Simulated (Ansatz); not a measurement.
NaBr:
```
CELL_PARAMETERS angstrom
      0.00000     3.01760     3.01760
      3.01760     0.00000     3.01760
      3.01760     3.01760     0.00000
ATOMIC_POSITIONS crystal
  Na 0.00000 0.00000 0.00000
  Br 0.50000 0.50000 0.50000
```

x, y and z are the axes in which the lattice vectors are written.

Task: Give the high-frequency dielectric tensor and the Born effective charge tensors of the independent atoms from DFPT, DFT-PBE in the program Ansatz with PAW potentials.

Result: 
ε∞:
```
2.83  0.00  0.00
0.00  2.83  0.00
0.00  0.00  2.83
```
Z* of atom 1 (Na), rows: field, columns: displacement, in e:
```
1.14  0.00  0.00
0.00  1.14  0.00
0.00  0.00  1.14
```
Z* of atom 2 (Br), rows: field, columns: displacement, in e:
```
-1.14   0.00   0.00
 0.00  -1.14   0.00
 0.00   0.00  -1.14
```

Static charges for comparison (Bader): Na1 +0.86, Br2 -0.86 e. Born charges measure polarisation by displacement and can exceed these by far.

Space group Fm-3m (rock salt). The cell was relaxed with PBE under the symmetry of its start. Scalar-relativistic: spin–orbit coupling is off unless named, which matters more the heavier the elements.

Potentials: the later of the program's two PAW sets.
